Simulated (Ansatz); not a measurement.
Crystal: GaAs.

```
Ga As
1.0
     3.60640    0.00000    0.00000
    -1.80320    3.12324    0.00000
     0.00000    0.00000    3.57319
Ga As
1 1
Direct
  0.33333 0.66667 0.50000
  0.00000 0.00000 0.00000
```

The cell was built by a generator and needn't be a form met in nature.

| Quantity | Value |
| --- | --- |
| Program | Ansatz 0.2.0 |
| Task | relaxation of cell and atoms |
| Functional | PBEsol0 |
| Potentials or basis | Ansatz PAW |
| Cutoff | 420 eV (not typed: the program's choice for these potentials) |
| k mesh | 5 × 5 × 4 |
| Occupations | fermi-dirac, width 0.05 eV |
| Spin | no spin polarisation |

At the start: volume 20.12 Å³/atom.

Q: How do energy, volume and symmetry change on relaxing?

A: It ends after 8 steps and the volume is 19.21 Å³/atom (-4.5 %); space group P-6m2 (No. 187, to 0.05 Å).

The path:
| step | energy change (eV) | largest force (eV/Å) | volume (Å³) |
| --- | --- | --- | --- |
| 1 | 0.0000 | 0.0000 | 40.25 |
| 2 | -0.1105 | 0.0000 | 38.44 |
| 3 | -0.1698 | 0.0000 | 37.90 |
| 4 | -0.2188 | 0.0000 | 38.23 |
| 5 | -0.2187 | 0.0000 | 38.47 |
| 6 | -0.2192 | 0.0000 | 38.45 |
| 7 | -0.2192 | 0.0000 | 38.43 |
| 8 | -0.2182 | 0.0000 | 38.43 |

Final structure:
```yaml
crystal:
  lattice:
    - [3.71330, 0.00000, 0.00000]
    - [-1.85665, 3.21582, 0.00000]
    - [0.00000, 0.00000, 3.21788]
  atoms:
    - { symbol: Ga, position: [0.33333, 0.66667, 0.50000] }
    - { symbol: As, position: [0.00000, 0.00000, 0.00000] }
```

Caveat: the k mesh is coarse (spacing up to 0.44 Å⁻¹), so the values aren't converged, least of all with exact exchange; the plane-wave basis is chosen anew once the cell has moved, so the energies of steps on either side of that aren't comparable; the PAW data sets come from PBE, with cores solved anew for the run's functional, which leaves a small shift of forces and pressure.
